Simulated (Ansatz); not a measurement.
The calculation used DFT PBE, scalar-relativistic, plane waves, PAW in Ansatz. All cells share a 420 eV cutoff and Γ-centred k meshes spaced at most about 0.3 Å⁻¹ (about 0.25 or finer for metals, 2π included). No spin polarisation.

These are static total energies at zero pressure.

Compare these two cells of BiS7, each relaxed at this level.

A.

```
Bi S
1.0
     6.74115    0.00000    0.00000
    -3.37058    5.83801    0.00000
     0.00000    0.00000    5.03116
Bi S
1 7
Direct
  0.00000 0.00000 0.50000
  0.51108 0.48892 0.18777
  0.51108 0.02216 0.18777
  0.97784 0.48892 0.18777
  0.48892 0.51108 0.81223
  0.02216 0.51108 0.81223
  0.48892 0.97784 0.81223
  0.00000 0.00000 0.00000
```

B.

```
Bi S
1.0
     6.46130    0.00000    0.00000
     1.15201    6.56479    0.00000
     1.53038    1.65720    6.47640
Bi S
1 7
Cartesian
  4.3517 4.1608 3.3728
  3.9300 7.4070 3.9570
  7.0414 4.3876 2.6498
  4.8518 4.0030 5.9353
  4.5171 1.4858 3.1174
  1.6760 4.0628 4.2860
  5.6744 5.8719 6.2529
  4.1733 7.2773 6.0490
```

Problem. Which form is favoured at zero pressure, and by what margin per atom?

Solution. B is lower, by 290 meV/atom. A has space group P-3m1 (No. 164), 24.8 Å³/atom and no gap on its mesh; B has space group P1 (No. 1), 34.3 Å³/atom and no gap. Counting S atoms around Bi (those within 1.25 times the shortest such distance or 1.15 times the sum of covalent radii), A has Bi 2 and B has Bi 4. A holds S–S pairs (shortest 1.91 Å); B holds S–S units of three or more atoms (shortest 2.00 Å). Even the lower one lies +0.05 eV/atom against the reference forms of the elements (uncorrected), so neither is stable at this level. In A, Bi has 2 S at 2.52 Å; S on a site of symmetry m is surrounded by 1 S at 1.91 Å; S on a site of symmetry -3m has 2 Bi at 2.52 Å. In B, around Bi lie 4 S at 2.62–2.83 Å; S on its first site has 2 S at 2.04–2.11 Å; around S on its second site lie 1 S at 2.00 Å and 1 Bi at 2.79 Å; 5 more sites not described. Origin: A, invented; B, invented, then shaken at random and relaxed again.

Weakly bound directions are ill-defined at this level, which has no dispersion term (P-3m1, P1), and this can change margins and order among such cells. Spin–orbit coupling, which can matter for Bi, is left out. In P-3m1, P1 an odd number of electrons in the primitive cell allows no gap without spin; a larger cell or a magnetic state could open one. Cells relaxed within their symmetry can be saddle points.
